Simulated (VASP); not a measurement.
# I (Cmce) in VASP: reference runs

Aim: a first look at I with PBEsol, on the cell as given and on a disturbed one.

All numbers are computed with VASP 6.6.1; they aren't measurements. Logs are shortened: lines on timing, memory, paths and dates and some standing lists are left out, and cuts for length are marked.

**1. Starting point**

Symmetry: Cmce, No. 64, orthorhombic system. Conventional cell: a = 7.270 Å, b = 4.790 Å, c = 9.793 Å, α = 90.00°, β = 90.00°, γ = 90.00°. I (site symmetry m) is surrounded by 1 I at 2.68 Å.

**2. Single point, PBEsol**

The input, INCAR:

```
SYSTEM = I
  ALGO = Normal
  EDIFF = 1E-7
  ENCUT = 520
  GGA = PS
  ISIF = 2
  ISMEAR = -1
  LASPH = .True.
  LCHARG = .False.
  LREAL = .False.
  LWAVE = .False.
  NBANDS = 22
  NELM = 100
  PREC = Accurate
  SIGMA = 0.05
```

The input, KPOINTS:

```
k-points
0
Gamma
  7 7 3
  0 0 0
```

The input, POSCAR:

```
I
1.0
    3.6350350000     -2.3950200000      0.0000000000
    3.6350350000      2.3950200000      0.0000000000
    0.0000000000      0.0000000000      9.7934400000
I
4
Direct
    0.6493000000      0.3507000000      0.3844000000
    0.1493000000      0.8507000000      0.1156000000
    0.3507000000      0.6493000000      0.6156000000
    0.8507000000      0.1493000000      0.8844000000
```

Potentials or basis: VASP PAW PBE potentials, release 64 (I).

Run with:

```sh
$ cat potpaw_PBE.64/I/POTCAR > POTCAR
$ mpirun -np 1 vasp_std > vasp.out
```

OUTCAR:

```text
SYSTEM = I
   EDIFF = 1E-7
   ENCUT = 520
   GGA = PS
   ISIF = 2
   ISMEAR = -1
   LASPH = .True.
   LREAL = .False.
   NELM = 100
   PREC = Accurate

 ion  position               nearest neighbor table
   1  0.649  0.351  0.384-   3 2.68   2 3.56   2 3.56
   2  0.149  0.851  0.116-   4 2.68   1 3.56   1 3.56
   3  0.351  0.649  0.616-   1 2.68   4 3.56   4 3.56
   4  0.851  0.149  0.884-   2 2.68   3 3.56   3 3.56

  LATTYP: Found a base centered orthorhombic cell.
 ALAT       =     4.7900400000
 B/A-ratio  =     1.5177472422
 C/A-ratio  =     2.0445424255

  Lattice vectors:

 A1 = (  -3.6350350000,  -2.3950200000,   0.0000000000)
 A2 = (   3.6350350000,  -2.3950200000,   0.0000000000)
 A3 = (   0.0000000000,   0.0000000000,   9.7934400000)

Analysis of symmetry for initial positions (statically):
=====================================================================
 Subroutine PRICEL returns:
 Original cell was already a primitive cell.

 Routine SETGRP: Setting up the symmetry group for a
 base centered orthorhombic supercell.

 Subroutine GETGRP returns: Found  8 space group operations
 (whereof  4 operations were pure point group operations)
 out of a pool of  8 trial point group operations.

The static configuration has the point symmetry C_2h.
 The point group associated with its full space group is D_2h.

Analysis of symmetry for dynamics (positions and initial velocities):
=====================================================================
 Subroutine PRICEL returns:
 Original cell was already a primitive cell.

 Routine SETGRP: Setting up the symmetry group for a
 base centered orthorhombic supercell.

 Subroutine GETGRP returns: Found  8 space group operations
 (whereof  4 operations were pure point group operations)
 out of a pool of  8 trial point group operations.

The dynamic configuration has the point symmetry C_2h.
 The point group associated with its full space group is D_2h.

 Subroutine INISYM returns: Found  8 space group operations
 (whereof  4 operations are pure point group operations),
 and found     1 'primitive' translations

----------------------------------------------------------------------------------------

                                     Primitive cell

  volume of cell :     170.5230

  direct lattice vectors                    reciprocal lattice vectors
     3.635035000 -2.395020000  0.000000000     0.137550257 -0.208766524  0.000000000
     3.635035000  2.395020000  0.000000000     0.137550257  0.208766524  0.000000000
     0.000000000  0.000000000  9.793440000     0.000000000  0.000000000  0.102109167

  length of vectors
     4.353113857  4.353113857  9.793440000     0.250007070  0.250007070  0.102109167

  position of ions in fractional coordinates (direct lattice)
     0.649300000  0.350700000  0.384400000
     0.149300000  0.850700000  0.115600000
     0.350700000  0.649300000  0.615600000
     0.850700000  0.149300000  0.884400000

  ion indices of the primitive-cell ions
   primitive index   ion index
                 1           1
                 2           2
                 3           3
                 4           4

----------------------------------------------------------------------------------------

 KPOINTS: k-points

Automatic generation of k-mesh.
 Grid dimensions read from file:
 generate k-points for:    7    7    3

 Generating k-lattice:

  Cartesian coordinates                     Fractional coordinates (reciprocal lattice)
     0.019650037 -0.029823789  0.000000000     0.142857143  0.000000000  0.000000000
     0.019650037  0.029823789  0.000000000     0.000000000  0.142857143  0.000000000
     0.000000000  0.000000000  0.034036389     0.000000000  0.000000000  0.333333333

  Length of vectors
     0.035715296  0.035715296  0.034036389

  Shift w.r.t. Gamma in fractional coordinates (k-lattice)
     0.000000000  0.000000000  0.000000000

 Subroutine IBZKPT returns following result:
 ===========================================

 Found     32 irreducible k-points:

 Following reciprocal coordinates:
            Coordinates               Weight
  0.000000  0.000000  0.000000      1.000000
  0.142857  0.000000  0.000000      4.000000
  0.285714  0.000000  0.000000      4.000000
  0.428571  0.000000  0.000000      4.000000
  0.142857  0.142857  0.000000      2.000000
  0.285714  0.142857  0.000000      4.000000
[... 16 lines left out ...]
  0.428571  0.142857  0.333333      8.000000
 -0.428571  0.142857  0.333333      8.000000
 [... further k-points ...]
   k-points           NKPTS =     32   k-points in BZ     NKDIM =     32   number of bands    NBANDS=     22
   number of dos      NEDOS =    301   number of ions     NIONS =      4
   total plane-waves  NPLWV =  81920
   dimension x,y,z NGX =    32 NGY =   32 NGZ =   80
   dimension x,y,z NGXF=    64 NGYF=   64 NGZF=  160
   ions per type =               4
   NGX,Y,Z   is equivalent  to a cutoff of  12.22, 12.22, 13.58 a.u.
   NGXF,Y,Z  is equivalent  to a cutoff of  24.44, 24.44, 27.16 a.u.
 SYSTEM =  I
   PREC   = accura    normal or accurate (medium, high low for compatibility)
   ISTART =      0    job   : 0-new  1-cont  2-samecut
   ICHARG =      2    charge: 1-file 2-atom 10-const
   ISPIN  =      1    spin polarized calculation?
   LNONCOLLINEAR =      F non collinear calculations
   LSORBIT =      F    spin-orbit coupling
   LASPH  =      T    aspherical Exc in radial PAW
   ENCUT  =  520.0 eV  38.22 Ry    6.18 a.u.   8.09  8.09 18.21*2*pi/ulx,y,z
   NELM   =    100;   NELMIN=  2; NELMDL= -5     # of ELM steps
   EDIFF  = 0.1E-06   stopping-criterion for ELM
   LREAL  =      F    real-space projection
   EDIFFG = 0.1E-05   stopping-criterion for IOM
   NSW    =      0    number of steps for IOM
   IBRION =     -1    ionic relax: 0-MD 1-quasi-New 2-CG
   NFREE  =      0    steps in history (QN), initial steepest desc. (CG)
   ISIF   =      2    stress and relaxation
   ISYM   =      2    0-nonsym 1-usesym 2-fastsym
   POTIM  = 0.5000    time-step for ionic-motion
   TEBEG  =    0.0;   TEEND  =   0.0 temperature during run
   PSTRESS=    0.0 pullay stress
   NELECT =      28.0000    total number of electrons
   NUPDOWN=      -1.0000    fix difference up-down
   EMIN   =  10.00;   EMAX   =-10.00  energy-range for DOS
   EFERMI =   0.00;   METHOD = LEGACY
   ISMEAR =    -1;   SIGMA  =   0.05  broadening in eV -4-tet -1-fermi 0-gaus
   EFERMI_NEDOS =   21; number of points for ismear=-14 and -15
   IALGO  =     38    algorithm
   IMIX   =      4    mixing-type and parameters
     AMIX     =   0.40;   BMIX     =  1.00
     AMIX_MAG =   1.60;   BMIX_MAG =  1.00
  volume/ion in A,a.u.               =      42.63       287.69
  Fermi-wavevector in a.u.,A,eV,Ry     =   0.896465  1.694073 10.934307  0.803649
  Thomas-Fermi vector in A             =   2.018926
   LORBIT       =      0    0 simple, 1 ext, 2 COOP (PROOUT), +10 PAW based schemes
   GGA     = PS    functional components
   LHFCALC =     F    Hartree Fock is set to
   AEXX    =    0.0000 exact exchange contribution
   IVDW    =     0    specifies the selected vdW correction
   LEPSILON=     F    determine dielectric tensor
   LRPA    =     F    only Hartree local field effects (RPA)
 non-spin polarized calculation
  energy-cutoff  :      520.00
  volume of cell :      170.52
 maximum number of plane-waves:      4633
   NGX = 17   NGY = 17   NGZ = 37

 number of electron      28.0000001 magnetization

 Free energy of the ion-electron system (eV)
  ---------------------------------------------------
  ext. energy  EPLUGINS =         0.00000000
  ---------------------------------------------------
  free energy    TOTEN  =        -6.82943315 eV

  energy without entropy =       -6.82943249  energy(sigma->0) =       -6.82943282

 E-fermi :   3.0518     XC(G=0):  -8.2031

 val. band max:        2.4081278970   @ k =   0.0000   0.0000   0.0000
 cond. band min:       3.6949317616   @ k =   0.4286   0.4286   0.0000
 fundamental gap:      1.2868038646
 Fermi energy:         3.0517700443

 k-point     1 :       0.0000    0.0000    0.0000
  band No.  band energies     occupation
      1     -11.2102      2.00000
      2     -10.7504      2.00000
      3      -9.1387      2.00000
      4      -8.1837      2.00000
      5      -2.1604      2.00000
      6      -0.7914      2.00000
[... 14 lines left out ...]
     21       9.6423      0.00000
     22       9.8014      0.00000

 k-point     2 :       0.1429    0.0000    0.0000
  band No.  band energies     occupation
      1     -11.1475      2.00000
      2     -10.7250      2.00000
      3      -9.0897      2.00000
      4      -8.2342      2.00000
      5      -2.1493      2.00000
      6      -0.9506      2.00000
[... 14 lines left out ...]
     21       9.3521      0.00000
     22       9.7029      0.00000

 k-point     3 :       0.2857    0.0000    0.0000
  band No.  band energies     occupation
      1     -10.9856      2.00000
      2     -10.6787      2.00000
      3      -8.9586      2.00000
      4      -8.3765      2.00000
      5      -2.1621      2.00000
      6      -1.4327      2.00000
[... 14 lines left out ...]
     21       9.7166      0.00000
     22      10.3989      0.00000

 k-point     4 :       0.4286    0.0000    0.0000
  band No.  band energies     occupation
      1     -10.8000      2.00000
      2     -10.6856      2.00000
      3      -8.7785      2.00000
      4      -8.5747      2.00000
      5      -2.1596      2.00000
      6      -1.9305      2.00000
[... 14 lines left out ...]
     21      10.2142      0.00000
     22      10.8700      0.00000

 k-point     5 :       0.1429    0.1429    0.0000
  band No.  band energies     occupation
      1     -11.1546      2.00000
      2     -10.7092      2.00000
      3      -9.0907      2.00000
      4      -8.1753      2.00000
      5      -2.1134      2.00000
      6      -0.8522      2.00000
[... 417 lines left out ...]
 k-point    22 :       0.2857    0.1429    0.3333
  band No.  band energies     occupation
      1     -10.9721      2.00000
      2     -10.7806      2.00000
      3      -8.7955      2.00000
      4      -8.4113      2.00000
      5      -1.8790      2.00000
      6      -1.3996      2.00000
[... 14 lines left out ...]
     21       9.5545      0.00000
     22       9.6777      0.00000

 k-point    23 :       0.4286    0.1429    0.3333
  band No.  band energies     occupation
      1     -10.8314      2.00000
      2     -10.7027      2.00000
      3      -8.7444      2.00000
      4      -8.5052      2.00000
      5      -1.9549      2.00000
      6      -1.6197      2.00000
[... 14 lines left out ...]
     21       9.6362      0.00000
     22      10.0130      0.00000

 k-point    24 :      -0.4286    0.1429    0.3333
  band No.  band energies     occupation
      1     -10.7307      2.00000
      2     -10.7012      2.00000
      3      -8.6899      2.00000
      4      -8.6389      2.00000
      5      -1.9102      2.00000
      6      -1.8316      2.00000
[... 14 lines left out ...]
     21      10.3388      0.00000
     22      10.7728      0.00000

 [... further k-points ...]
[... 5 lines left out ...]
  --------------------------------------------------------------------------------------
  -------------------------------------------------------------------------------------
  Total        0.0047938     -0.4468677      0.7138932      0.0000000     -0.0000000      0.0000000
  in kB        0.0450405     -4.1986199      6.7075023      0.0000000     -0.0000000      0.0000000
  external PRESSURE =       0.8513076 kB  Pullay stress =       0.0000000 kB

 VOLUME and BASIS-vectors are now :
 -----------------------------------------------------------------------------
  energy-cutoff  :      520.00
  volume of cell :      170.52
      direct lattice vectors                 reciprocal lattice vectors
     3.635035000 -2.395020000  0.000000000     0.137550257 -0.208766524  0.000000000
     3.635035000  2.395020000  0.000000000     0.137550257  0.208766524  0.000000000
     0.000000000  0.000000000  9.793440000     0.000000000  0.000000000  0.102109167

 POSITION                                       TOTAL-FORCE (eV/Angst)
 -----------------------------------------------------------------------------------
      3.63503     -0.71515      3.76460         0.000000     -0.334816     -0.687498
      3.63503      1.67987      1.13212         0.000000     -0.334816      0.687498
      3.63503      0.71515      6.02884         0.000000      0.334816      0.687498
      3.63503     -1.67987      8.66132         0.000000      0.334816     -0.687498
 -----------------------------------------------------------------------------------
    total drift:                               -0.000000     -0.000000      0.000000

  FREE ENERGIE OF THE ION-ELECTRON SYSTEM (eV)
  ---------------------------------------------------
  free  energy   TOTEN  =        -6.8294331525 eV

  energy  without entropy=       -6.8294324898  energy(sigma->0) =       -6.82943282
```

It took 3.8 min on 1 thread of AMD EPYC 7R43 (Zen 3), shared host; peak memory 0.27 GiB.

What came out:

| Item | Value |
| --- | --- |
| Free energy | -6.8294 eV |
| Pressure | 0.1 GPa |
| Largest force | 0.765 eV/Å |
| Band gap on the k mesh | 1.29 eV, indirect (least direct gap 1.37 eV) |

Forces on the atoms (eV/Å):
```
I    0.000 -0.335 -0.687
I    0.000 -0.335  0.687
I    0.000  0.335  0.687
I    0.000  0.335 -0.687
```

Caveat: the PAW data sets were made with another functional, which shifts forces and pressure a little; spin-orbit coupling is left out, which moves the levels of the heavy elements; an odd mesh through Γ misses points on the zone boundary, where band edges often lie.

**3. Single point, PBEsol (atoms moved at random, drawn with an rms of 0.05 Å)**

INCAR is that of step 2.

KPOINTS is that of step 2.

The input, POSCAR:

```
I
1.0
    3.6350350000     -2.3950200000      0.0000000000
    3.6350350000      2.3950200000      0.0000000000
    0.0000000000      0.0000000000      9.7934400000
I
4
Direct
    0.6534940000      0.3467530000      0.3829530000
    0.1523430000      0.8403500000      0.1136140000
    0.3667450000      0.6451680000      0.6154720000
    0.8462630000      0.1537000000      0.8821900000
```

Potentials or basis: VASP PAW PBE potentials, release 64 (I).

Run with:

```sh
$ cat potpaw_PBE.64/I/POTCAR > POTCAR
$ mpirun -np 1 vasp_std > vasp.out
```

Run time: 9.6 min. Hardware: 1 thread of AMD EPYC 7R43 (Zen 3), shared host; peak memory 0.35 GiB.

The run converged. Its results:

| Quantity | Value |
| --- | --- |
| Free energy | -6.8419 eV |
| Pressure | -0.1 GPa |
| Largest force | 0.825 eV/Å |
| Band gap on the k mesh | 1.25 eV, indirect (least direct gap 1.34 eV) |

Forces in eV/Å, atoms in the order of the input:
```
I   -0.003 -0.397 -0.723
I    0.010 -0.144  0.485
I   -0.013  0.382  0.712
I    0.006  0.159 -0.474
```

Stress tensor (GPa, compression positive):
```
 0.02  0.01  0.02
 0.01 -0.62  0.39
 0.02  0.39  0.23
```

Levels at points of the mesh, in eV from the valence-band top:
```
           k point  band 10  band 11  band 12  band 13  band 14  band 15  band 16  band 17  band 18  band 19
(0.00, 0.00, 0.00)    -1.14    -1.07    -0.55    -0.07     0.00     1.34     2.18     5.11     5.16     5.36
```

Caveat: the PAW data sets were made with another functional, which shifts forces and pressure a little; spin-orbit coupling is left out, which moves the levels of the heavy elements; an odd mesh through Γ misses points on the zone boundary, where band edges often lie.
